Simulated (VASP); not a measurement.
## KCl: equilibrium volume by level of theory

```
CELL_PARAMETERS angstrom
0.00000 3.14647 3.14647
3.14647 0.00000 3.14647
3.14647 3.14647 0.00000
ATOMIC_POSITIONS crystal
K 0.00000 0.00000 0.00000
Cl 0.50000 0.50000 0.50000
```

| rung | level | program and potentials | cutoff (eV) | k mesh | equilibrium volume (Å³/atom) | notes |
| --- | --- | --- | --- | --- | --- | --- |
| LDA | LDA | VASP, LDA PAW files Cl, K_sv, 600 eV | 600 | 8 × 8 × 8 | 28.19 | - |
| GGA | PBE | VASP, PBE PAW files Cl, K_sv, 600 eV | 600 | 8 × 8 × 8 | 32.57 | - |
| GGA + dispersion | PBE+D3(BJ) | VASP, PBE PAW files Cl, K_sv, 600 eV | 600 | 8 × 8 × 8 | 30.89 | - |
| GGA | PBEsol | VASP, PBE PAW files Cl, K_sv, 600 eV | 600 | 8 × 8 × 8 | 30.58 | potentials made for PBE |

Task: relaxation of cell and atoms. All rows: no spin polarisation. Meshes are those of the run's cell of 2 atoms unless a note names another. Relaxations start from the cell shown or near it and stop with a little pressure left. Runs on faulty files, with rough fits or with known faults for this quantity aren't shown. No row holds spin-orbit coupling.

By rung: LDA 28.19; GGA 30.58 to 32.57; GGA + dispersion 30.89 (Å³/atom).
